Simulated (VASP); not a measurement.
**InP (strained zincblende): one r²SCAN single-point calculation in two programs**

```cif
data_structure
_symmetry_space_group_name_H-M 'P 1'
_symmetry_Int_Tables_number 1
_cell_length_a 4.3444
_cell_length_b 4.3444
_cell_length_c 4.3444
_cell_angle_alpha 60.000
_cell_angle_beta 60.000
_cell_angle_gamma 60.000
_cell_volume 57.98
loop_
_atom_site_label
_atom_site_type_symbol
_atom_site_fract_x
_atom_site_fract_y
_atom_site_fract_z
_atom_site_occupancy
In1 In 0.00000 0.00000 0.00000 1
P1 P 0.25000 0.25000 0.25000 1
```

Datasets and cutoffs are each program's own. VASP's cell holds 18 valence electrons and Ansatz's 18. Ansatz's stress includes a Pulay correction; VASP's doesn't.

Cutoffs: 520 eV in VASP, 500 eV in Ansatz. k meshes: 8×8×8 and 8×8×8.

```csv
,VASP,Ansatz
gap between bands v and c,0.34 eV,0.34 eV
least direct gap,0.34 eV,0.34 eV
pressure,-6.2 GPa,-6.1 GPa
```

Band v is the last that the valence electrons fill when counted band by band, and c is the next. Levels in eV from the top of v, Ansatz:

```
point    v−1      v     c   c+1
    Γ   0.00   0.00  0.34  4.39
    X  -1.96  -1.96  2.20  2.47
    K  -2.78  -1.63  2.63  4.42
    L  -0.82  -0.82  1.48  5.09
    W  -2.50  -2.42  4.17  4.53
```

VASP:

| point | v−1 | v | c | c+1 |
| --- | --- | --- | --- | --- |
| Γ | 0.00 | 0.00 | 0.34 | 4.40 |
| X | -1.96 | -1.96 | 2.20 | 2.48 |
| K | -2.78 | -1.64 | 2.64 | 4.43 |
| L | -0.82 | -0.82 | 1.48 | 5.11 |
| W | -2.50 | -2.42 | 4.18 | 4.53 |
